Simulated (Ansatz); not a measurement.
## IrO$_{2}$: enthalpy against pressure

IrO$_{2}$, P4_2/mnm, a = 4.529 Å, c = 3.180 Å. Ansatz: PBE, PAW, 420 eV, Γ-centred 8×8×12 mesh on 6 atoms, Gaussian smearing 0.10 eV; no spin polarisation. Cell and atoms are relaxed at each pressure, and no other structure is tried, so the rows at high pressure may lie past a change of phase. y is the enthalpy over the state at zero pressure; there V0 = 10.870 Å³/atom. The pressures are the targets, met within 0.01 GPa.

```tsv
P (GPa)	y (eV/atom)
-2.0	-0.1362
0.0	0.0000
2.0	0.1352
5.0	?
10.0	0.6663
20.0	1.3114
40.0	2.5495
```

Task: Fit y = c1 P + c2 P² + c3 P³ to the other rows, say what c1 and c2 mean, and predict the missing value.

Result: Least squares on the rows shown. y = 0.067811 P − 0.00012240 P² + 5.1423×10⁻⁷ P³. Since dH/dP = V, c1 is V0: 0.067811 eV/GPa × 160.2 = 10.863 Å³ against 10.870; c2 = −V0/(2B0) gives B0 = 277 GPa, where a Birch–Murnaghan fit to the volumes of the same runs (not shown) gives 262 GPa: a cubic over this range folds the higher terms into c2. At P = 5.0 the fit asked for gives 0.3361 eV/atom. The run gave 0.3361 eV/atom, the same to the digits shown.

Spin–orbit coupling is left out, which can shift energies with elements as heavy as these.